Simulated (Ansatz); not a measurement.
# Relaxing AlCu3

Theory: DFT r2SCAN, scalar-relativistic, plane waves, PAW in Ansatz. Settings: 500 eV cutoff, 12×12×12 k-mesh, Gaussian smearing of 0.10 eV, no spin polarisation.

What was changed: relaxed at 8 GPa.

Other phases may be more stable at this pressure.

Command:

```bash
ansatz run input.yaml --threads 1 --pin off --max-ram 2560MiB --backend cpu --events-out ev --progress --plain --runs-dir out
```

Input:

```yaml
crystal:
  lattice:
    - [3.5832117183, 0.0, 0.0]
    - [0.0, 3.5832117183, 0.0]
    - [0.0, 0.0, 3.5832117183]
  atoms:
    - { symbol: Al, position: [0.0, 0.0, 0.0] }
    - { symbol: Cu, position: [0.5, 0.5, 0.0] }
    - { symbol: Cu, position: [0.5, 0.0, 0.5] }
    - { symbol: Cu, position: [0.0, 0.5, 0.5] }
basis:
  ecutwfc: 500
kpoints:
  mp_grid: { grid: [12, 12, 12] }
hamiltonian:
  xc: r2scan
scf:
  occupations: { method: gaussian, width: 0.1 }
output:
  forces: true
  stress: true
  eigenvalues: true
  write_density: true
  write_potential: true
  elf: true
  volumetric_format: npy
relax:
  adjacent_minimum: "off"
  f_tol: 0.008
  max_steps: 50
  cell: { stress_tol: 0.08, p_target: 8.0 }
```

F is the free energy. Steps run on the plane waves of an earlier cell, but the last one, and at times one on the way, on a freshly chosen basis, so a repeated geometry can differ a little in energy. The relaxation lowers the enthalpy F + PV at the target pressure, so F itself can rise.

Steps:

```csv
step,F − F(1) (eV),largest force component (eV/Å),V (Å³/atom),P (GPa)
1,0.0000,0.000,11.502,8.26
2,-0.0019,0.000,11.511,8.11
3,-0.0033,0.000,11.518,8.00
4,-0.0033,0.000,11.518,8.00
```

Relaxed structure:

```yaml
crystal:
  lattice:
    - [3.58489, 0.00000, 0.00000]
    - [0.00000, 3.58489, 0.00000]
    - [0.00000, 0.00000, 3.58489]
  atoms:
    - { symbol: Al, position: [0.00000, 0.00000, 0.00000] }
    - { symbol: Cu, position: [0.50000, 0.50000, 0.00000] }
    - { symbol: Cu, position: [0.50000, 0.00000, 0.50000] }
    - { symbol: Cu, position: [0.00000, 0.50000, 0.50000] }
```

It takes space group Pm-3m (No. 221, cubic). The conventional cell has a = 3.585 Å, b = 3.585 Å, c = 3.585 Å, α = 90.00°, β = 90.00°, γ = 90.00°. Al (site symmetry m-3m) has 12 Cu at 2.53 Å as nearest neighbours. Around Cu (site symmetry 4/mmm) lie 4 Al at 2.53 Å and 8 Cu at 2.53 Å.

The run converged. The run took 81 s on 1 thread of Arm Neoverse V1 (shared host), peak memory 0.5 GiB.